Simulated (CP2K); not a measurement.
Crystal: CsI.

```
Cs I
1.0
     4.56670    0.00000    0.00000
     0.00000    4.56670    0.00000
     0.00000    0.00000    4.56670
Cs I
1 1
Direct
  0.00000 0.00000 0.00000
  0.50000 0.50000 0.50000
```

Base run:

| Item | Value |
| --- | --- |
| Program | CP2K 2026.2 |
| Functional | PBE |
| Potentials or basis | POTENTIAL_UZH Cs GTH-PBE-q9, I GTH-PBE-q7; TZVP-MOLOPT-PBE-GTH basis |
| Density cutoff | 6123 eV |
| k mesh | 6 × 6 × 6 |
| Occupations | fermi-dirac, width 0.05 eV |
| Spin | no spin polarisation |

Its results: band gap on the k mesh 3.88 eV, indirect (least direct gap 3.97 eV); pressure 1.1 GPa.

Question: The run is repeated on the same cell with these changes: potentials or basis from POTENTIAL_UZH Cs GTH-PBE-q9, I GTH-PBE-q7; TZVP-MOLOPT-PBE-GTH basis to POTENTIAL_UZH Cs GTH-PBE-q9, I GTH-PBE-q7; DZVP-MOLOPT-PBE-GTH basis; basis sets from Cs TZVP-MOLOPT-PBE-GTH-q9, I TZVP-MOLOPT-PBE-GTH-q7 to Cs DZVP-MOLOPT-PBE-GTH-q9, I DZVP-MOLOPT-PBE-GTH-q7. What comes out?

Answer: Band gap on the k mesh 3.76 eV, indirect (least direct gap 3.89 eV); pressure 1.1 GPa.

Caveats: spin-orbit coupling is left out, which moves the levels of the heavy elements; the basis of atomic orbitals isn't converged, which shifts pressures, moduli and gaps.
